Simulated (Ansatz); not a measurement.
# BaZrO3: moving Ba off its site

BaZrO3, Pm-3m, a = 4.181 Å (as given, not relaxed at this level: 2.9 GPa). The structure is a COD entry; whether it is the stable form wasn't checked. Ansatz: r2SCAN, PAW, 500 eV, Γ-centred 6×6×6 mesh on 5 atoms, Gaussian smearing 0.05 eV; no spin polarisation.

```yaml
crystal:
  lattice:
    - [4.18150, 0.00000, 0.00000]
    - [0.00000, 4.18150, 0.00000]
    - [0.00000, 0.00000, 4.18150]
  atoms:
    - { symbol: Ba, position: [0.50000, 0.50000, 0.50000] }
    - { symbol: Zr, position: [0.00000, 0.00000, 0.00000] }
    - { symbol: O, position: [0.50000, 0.00000, 0.00000] }
    - { symbol: O, position: [0.00000, 0.50000, 0.00000] }
    - { symbol: O, position: [0.00000, 0.00000, 0.50000] }
```

Atom 1 (Ba) moves by x along the unit vector (0.000, -0.707, -0.707), with its periodic images; all else is held. y is the free energy of the cell over the start, F the force along the path summed over the moved atoms. Symmetry makes y even in x.

| x (Å) | y (meV) | F (eV/Å) |
| --- | --- | --- |
| -0.200 | 83.9 | 0.87 |
| -0.100 | ? | ? |
| 0.000 | 0.0 | 0.00 |
| 0.025 | 1.3 | -0.10 |
| 0.050 | 5.1 | -0.20 |
| 0.075 | 11.4 | -0.31 |
| 0.125 | 32.0 | -0.52 |
| 0.150 | 46.4 | -0.63 |
| 0.175 | 63.6 | -0.75 |

Problem. Fit y = c2 x² + c4 x⁴ to the energies of the other rows, give the force constant, and predict energy and force of the missing row.

Solution. Least squares on the rows shown. y = 2016 x² + 2024 x⁴. The force constant is 2 c2 = 4.03 eV/Å², for the cell as given, at 2.9 GPa (for all images moving together, not for a lone atom). The force −dy/dx at the missing row is 0.41 eV/Å (computed 0.41). At x = -0.100 the fit asked for gives 20.4 meV. The run gave 20.4 meV, the same to the digits shown.